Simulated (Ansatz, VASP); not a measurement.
C in VASP and in Ansatz

INCAR

```
ALGO = Normal ; EDIFF = 1E-7
ENCUT = 520 ; GGA = PE
ISIF = 2 ; ISMEAR = 0
IVDW = 12 ; LASPH = T
LCHARG = F ; LREAL = F
LWAVE = F ; NBANDS = 11
NELM = 60 ; PREC = Accurate
SIGMA = 0.05
```

File KPOINTS:

```
k-points
0
Gamma
  15 15 15
```

File POSCAR:

```
C
1.0
    1.2633109298      0.7293729054      3.4454225316
   -1.2633109298      0.7293729054      3.4454225316
    0.0000000000     -1.4587458108      3.4454225316
C
2
Direct
    0.1628273003      0.1628273003      0.1628273003
    0.8371726997      0.8371726997      0.8371726997
```

Input for Ansatz:

```yaml
crystal:
  lattice:
    - [1.2633109298, 0.7293729054, 3.4454225316]
    - [-1.2633109298, 0.7293729054, 3.4454225316]
    - [0.0, -1.4587458108, 3.4454225316]
  atoms:
    - { symbol: C, position: [0.1628273003, 0.1628273003, 0.1628273003] }
    - { symbol: C, position: [0.8371726997, 0.8371726997, 0.8371726997] }
basis:
  ecutwfc: 520.0
kpoints:
  mp_grid: { grid: [15, 15, 15] }
hamiltonian:
  xc: pbe
  dispersion: d3bj
scf:
  occupations: { method: gaussian, width: 0.05 }
output:
  forces: true
  stress: true
  eigenvalues: true
```

Change from the starting cell: mode 4 frozen in at -0.038 Å, equal normal strain along x, y and z +0.0250.

Alike in both runs: task single point; functional PBE; dispersion D3(BJ); k mesh 15 × 15 × 15; occupations gaussian, width 0.05 eV; no spin polarisation.

|  | VASP | Ansatz |
| --- | --- | --- |
| version | VASP 6.6.1 | Ansatz 0.2.0 |
| potentials or method | VASP PAW PBE potentials, release 64 (C) | scalar-relativistic, plane waves, PAW |
| plane-wave cutoff (eV) | 520 | 520 |
| valence electrons in the cell | 8 | 8 |

```csv
,VASP,Ansatz,Ansatz less VASP
gap on the k mesh at the Fermi level (eV),0.70,0.69,0.000
least direct gap on the mesh (eV),0.70,0.69,0.000
pressure (GPa),-18.6,-19.0,-0.37
largest component of the traceless stress (GPa),16.97,17.40,+0.432
rms of the force components (eV/Å),0.744,0.746,+0.0026
```

Atom by atom the forces differ by 0.003 eV/Å (rms over components).

Caveats: so large a pressure means that the cell lies far from this level's equilibrium, or that cutoff or potentials fall short (VASP); an odd mesh through Γ misses points on the zone boundary, where band edges often lie; forces of over 1 eV/Å show positions far from the minimum, so gaps and moduli don't describe the material at rest.
